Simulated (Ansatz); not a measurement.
**PbI2 (CdI2-type structure)**

The computed numbers are results of PBEsol, scalar-relativistic (no spin polarisation) in the plane-wave PAW code Ansatz at 420 eV, 10×10×6 k-mesh; PAW files: Ansatz's generated set soft_2.

```
Pb I
1.0
     4.54298    0.00000    0.00000
    -2.27149    3.93434    0.00000
     0.00000    0.00000    7.07438
Pb I
1 2
Direct
  0.00000 0.00000 0.00000
  0.33333 0.66667 0.26309
  0.66667 0.33333 0.73691
```

The start was a prototype's sites filled with these elements; the Crystallography Open Database holds the compound in this structure.

Question: What is the high-frequency dielectric tensor ε∞ (density-functional perturbation theory, local fields included)?

Answer: 
```
6.78 0.00 0.00
0.00 6.78 0.00
0.00 0.00 4.95
```

Question: What is the static dielectric tensor, the lattice's part included?

Answer: 
```
21.34  0.00  0.00
 0.00 21.34  0.00
 0.00  0.00  5.77
```

Question: Give the Born effective charges (a third of the trace, site by site).

Answer: Pb 3.29; I -1.65 e.

Question: Where do the optical modes lie for q → 0 along (0.00, 0.00, 1.00), with the long-range field?

Answer: 62 (×2), 76 (×2), 90, 122 cm⁻¹.

Question: Where do the optical modes lie for q → 0 along (0.00, 1.00, 0.00), with the long-range field?

Answer: 62, 76 (×2), 90, 110, 113 cm⁻¹.

The principal values of ε∞, 4.95, 6.78, give refractive indices of 2.22, 2.60 below the gap, so the crystal is birefringent.

The mean Born charge of Pb is 3.29 against a formal +2. It exceeds the formal charge because moving the ion changes its mixing with the anions' p states, and electrons flow along the bond.

Semilocal functionals make the gap too small and so ε∞ somewhat too large. Spin–orbit coupling, which matters for such heavy elements, is left out. The structure is layered, and this functional has no dispersion term, so the layers' spacing is poorly fixed, often too long, and so is what hangs on it.
